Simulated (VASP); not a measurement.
Here is a VASP 6.6.1 calculation.

INCAR

```
SYSTEM = ZrC
ALGO = Fast
EDIFF = 1E-6
ENCUT = 520
GGA = PE
ISIF = 2
ISMEAR = 0
LASPH = .TRUE.
LCHARG = .FALSE.
LREAL = .FALSE.
LWAVE = .FALSE.
NBANDS = 24
NELM = 100
PREC = Accurate
SIGMA = 0.1
```

The input KPOINTS:

```
k-points
0
G
  15 15 8
  0 0 0
```

The input POSCAR:

```
ZrC
1.0
    3.3914762718      0.0000000000      0.0000000000
   -1.6957381359      2.9371046077      0.0000000000
    0.0000000000      0.0000000000      5.2900530000
Zr C
2 2
Direct
    0.3333333300      0.6666666700      0.2500000000
    0.6666666700      0.3333333300      0.7500000000
    0.0000000000      0.0000000000      0.0000000000
    0.0000000000      0.0000000000      0.5000000000
```

Potentials or basis: VASP PAW PBE potentials, release 64 (Zr_sv, C).

Run with:

```sh
$ cat potpaw_PBE.64/Zr_sv/POTCAR potpaw_PBE.64/C/POTCAR > POTCAR
$ mpirun -np 1 vasp_std > vasp.out
```

(1) Estimate the band gap on the k mesh.

(2) Estimate the pressure.

Results:

(1) none (metal or under the smearing width).

(2) -2.1 GPa.
